## A cobalt atom pushed off its site

Push one cobalt atom of cobalt disilicide a tenth of an ångström off its site, and the energy rises by 0.073 eV, while a force of more than 1 eV/Å drives the atom back. The table follows a cobalt atom of CoSi₂ along a straight line in a density functional calculation, with every other atom of the repeating cell held still. The displacement is counted from the rest position. A negative force points against the direction of the line. At rest the cell has space group Fm-3m; with the atom displaced, the symmetry is lower.

One Co atom of CoSi₂ (12-atom cubic cell, a = 5.312 Å) is moved along (−1, 1, 0) towards another Co, all else fixed. The runs used Ansatz 0.2.0 with plane-wave PAW, scalar-relativistic PBEsol without spin polarisation, a 420 eV cutoff, a 10×10×10 k mesh and 0.15 eV Gaussian smearing. Energies are free energies relative to the cell at rest; pressure is positive in compression.

| displacement (Å) | energy change (eV a cell) | force along direction (eV/Å summed over the moved atoms) | pressure (GPa) |
| --- | --- | --- | --- |
| -0.3 | 0.694 | 4.894 | 2.19 |
| -0.1 | 0.073 | 1.473 | 0.23 |
| 0 | 0.000 | 0.000 | -0.02 |
| 0.2 | 0.299 | -3.067 | 0.97 |
| 0.25 | 0.474 | -3.946 | 1.52 |

### 1. The energy is highest at −0.3 Å. Is the negative side steeper?

No, that row is simply the farthest from rest. Cobalt sits at a centre of inversion: each silicon neighbour has a partner at the same distance on the opposite side. Equal steps forwards and backwards must therefore cost the same energy, although the table holds no such pair to show it. Ordered by distance alone, the energy, the size of the force and the pressure all rise from row to row.

### 2. Do energy and force tell the same story?

The force is the slope of the energy with its sign reversed, so work done against it must appear as energy. Between 0.2 and 0.25 Å the mean force is about 3.51 eV/Å, and over 0.05 Å this makes 0.175 eV. The two energies differ by the same amount. The agreement shows that the calculation is consistent with itself, not that it matches a real crystal.

### 3. How good a spring is it?

In a perfect spring, three times the distance gives three times the force and nine times the energy. From 0.1 to 0.3 Å the force here grows 3.3 times and the energy 9.5 times. The stiffness, taken as force over distance, rises from 14.7 to 16.3 eV/Å², so the spring hardens by about a tenth. Because the cell repeats through the crystal, every fourth cobalt atom moves here in step, while all other atoms stay frozen. The stiffness therefore can't be turned directly into a vibration frequency of the crystal.

### 4. The line points at another cobalt atom. Is that what pushes back?

Mostly not. The nearest neighbours are eight silicon atoms at 2.30 Å, much closer than the next cobalt. The move shortens two Co–Si contacts, lengthens two and hardly changes the other four. The forces on the frozen atoms, which come from the same runs but aren't in the table, must balance the force on the moved one, and so they show where the resistance comes from. At 0.3 Å the two approached silicon atoms take 64 % of it, and all eight together take 88 %.

### 5. Are the individual bonds good springs too?

They are much worse springs than the well as a whole. Between 0.1 and 0.3 Å the force per ångström of displacement grows by 48 % on an approached silicon atom and falls by 43 % on a receding one. This is the usual lopsidedness of a chemical bond: repulsion steepens quickly as atoms are pressed together, while the pull between them grows ever more slowly as they are drawn apart.

The moved cobalt atom feels both sides at once. The receding side loses more than half of the stiffness that the approached side gains, and inversion symmetry makes the lopsided part of the energy cancel exactly. Only a symmetric remainder survives, the mild hardening of question 3. A nearly parabolic well is therefore no proof of nearly parabolic bonds.

### 6. Why does the pressure rise whichever way the atom moves?

A positive pressure means that the cell would lower its energy by expanding, so the displaced atom must cost less in a larger cell. Expansion lengthens every Co–Si bond, and a longer bond is a softer one. The lopsidedness can't cancel here, because all bonds change in the same sense. What the energy curve hides, the pressure reveals.

The size of the effect follows from the row at 0.2 Å. Its pressure lies 0.99 GPa above that of the cell at rest. Multiplied by the cell volume, 12 × 12.49 Å³, this is 0.93 eV, or 0.0093 eV of energy lost for each per cent of added volume.

One correction is needed, because the computed pressure lets the displacement stretch along with the cell. Holding the displacement fixed lowers the energy further, by a third of force times distance: 3.067 × 0.2 / 3 = 0.20 eV, or 0.0020 eV per per cent. The total of 0.0113 eV is 3.8 % of the 0.299 eV that the displacement costs.

A cell edge longer by 1 % adds 3 % to the volume and should thus soften the site by about 11 %. The other displaced rows lead to nearly the same figure. It is a straight-line extrapolation, and no larger cell was calculated to test it.

### 7. What would change if a silicon atom were moved instead?

Silicon has four cobalt neighbours at the corners of a tetrahedron and no centre of inversion. Along a bond, a cobalt atom lies ahead and an empty site behind. A step forwards squeezes one bond fully, whereas a step backwards squeezes three bonds by only about a third as much each. Since repulsion steepens with compression, the well should be steeper towards the cobalt atom. Along the line used in the table, however, both directions would still be alike: a half-turn about the cube axis that passes through the silicon atom at right angles to the line swaps them. These are arguments from symmetry and bonding; the table has no row for them.

### 8. Which digits can be trusted?

At 0.1 Å the printed energy, 0.073 eV, is uncertain by 0.7 % from rounding alone. That is about as large as the departure from a perfect spring in this row, so this energy by itself can't show the hardening. The force of 1.473 eV/Å is rounded twenty times more finely relative to its size, and is the better source for the stiffness.

Fine rounding is not accuracy, however. The table has no second k mesh or cutoff to compare with, and the atomic datasets were made for a different functional (PBE) from the one used. Spin was switched off, which suits CoSi₂, known as a nonmagnetic metal, but means that the calculation could not have found a moment. The program's output below lists the ratios and the pressure estimate for each row; no curve was fitted.

One sizeable doubt lies in the cell edge, which this calculation makes roughly 1 % shorter than the measured one. By the estimate of question 6, an error of 1 % there should shift the stiffness by about as much as moving the atom from 0.1 to 0.3 Å does. To obtain the force constant of a single atom, settle the lattice parameter first and choose a cell large enough that the atom's copies, which move with it, hardly affect the force. Then take the force at a small displacement, and use a larger one to see how far the spring picture holds.

Numerical output:

```
Stiffness (the row at rest has no value and prints 0):
   row  twice energy over distance squared (eV/A2)  force over distance (eV/A2)  force times distance over twice energy
  -0.3                                       15.42                        16.31                                   1.058
  -0.1                                        14.6                        14.73                                   1.009
   0.0                                           0                            0                                       0
   0.2                                       14.95                        15.34                                   1.026
  0.25                                       15.17                        15.78                                   1.041
Work against the mean force from 0.2 to 0.25 A (eV): 0.1753
Energy difference from 0.2 to 0.25 A (eV): 0.175
Energy at 0.3 A over energy at 0.1 A: 9.507
Force at 0.3 A over force at 0.1 A: 3.322
Si neighbours and reaction forces along the line:
   row  approached Co-Si (A)  receding Co-Si (A)  other Co-Si (A)  force on each approached Si (eV/A)  force on each receding Si (eV/A)  share of approached pair (%)  share of all eight Si (%)
  -0.3                 2.063               2.551             2.32                               1.575                            0.3758                         64.35                      87.74
  -0.1                 2.219               2.383            2.302                              0.3541                            0.2212                         48.08                      86.18
   0.0                   2.3                 2.3              2.3                                   0                                 0                             0                          0
   0.2                  2.14               2.466            2.309                              0.8699                            0.3376                         56.73                      86.82
  0.25                 2.101               2.508            2.314                               1.197                            0.3649                         60.67                      87.23
Change of force per A on an approached Si from 0.1 to 0.3 A (%): 48.22
Change of force per A on a receding Si from 0.1 to 0.3 A (%): -43.37
Change of force per A on the moved Co from 0.1 to 0.3 A (%): 10.75
Pressure and softening (the row at rest prints 0):
   row  pressure rise (GPa)  rise over distance squared (GPa/A2)  energy fall in % per % volume with displacement scaled  energy fall in % per % volume at fixed displacement
  -0.3                 2.21                                24.56                                                   2.979                                                3.684
  -0.1                 0.25                                   25                                                   3.204                                                3.877
   0.0                    0                                    0                                                       0                                                    0
   0.2                 0.99                                24.75                                                   3.098                                                3.781
  0.25                 1.54                                24.64                                                    3.04                                                3.733
Volume gain for a 1 % longer cell edge (%): 3.03
First-order softening for a 1 % longer cell edge (%): 11.42
Rounding of the energy at 0.1 A (% either way): 0.6849
Rounding of the force at 0.1 A (% either way): 0.03394
Largest smearing effect on a relative energy (meV) from the further outputs: 0.45
```
